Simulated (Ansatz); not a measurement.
# Ni: energy against volume and a worked fit

```
Ni
1.0
     0.00000    1.73757    1.73757
     1.73757    0.00000    1.73757
     1.73757    1.73757    0.00000
Ni
1
Direct
  0.00000 0.00000 0.00000
```

The cell was scaled at fixed shape and fractions and run with Ansatz, Ansatz PAW, cutoff 420 eV; PBEsol+D3(BJ)+U, k mesh 13 × 13 × 13 on the cell of 1 atom, methfessel-paxton occupations of 0.15 eV, collinear spin, zero start, no spin-orbit coupling. The potentials were made for PBE. Energies are those that the program minimises, any entropy of the smearing included. For a metal such a mesh isn't converged to the digits shown. The magnetic state is the one that the start led to, which needn't be the lowest.

| V (Å³/atom) | energy over the lowest row (meV/atom) |
| --- | --- |
| 9.8625 | 1.88 |
| 10.0723 | 0.00 |
| 10.2822 | 4.74 |
| 10.4920 | 15.28 |
| 10.7019 | ? |
| 10.9117 | 51.21 |
| 11.1215 | 75.35 |

Q: Fit the third-order Birch-Murnaghan form, give V0, B0 and B′, and predict the energy left open.

A: With y = (V0/V)^(2/3), E = E0 + (9 V0 B0/16) [(y - 1)³ B′ + (y - 1)² (6 - 4y)]. Least squares through the rows shown give V0 = 10.0234 Å³/atom, E0 = -0.19 meV, B0 = 248.6 GPa (1 eV/Å³ = 160.218 GPa) and B′ = 5.10, with a largest miss of 0.02 meV. At V = 10.7019 the form with these constants gives 31.00 meV; the run gave 30.99 meV an atom.
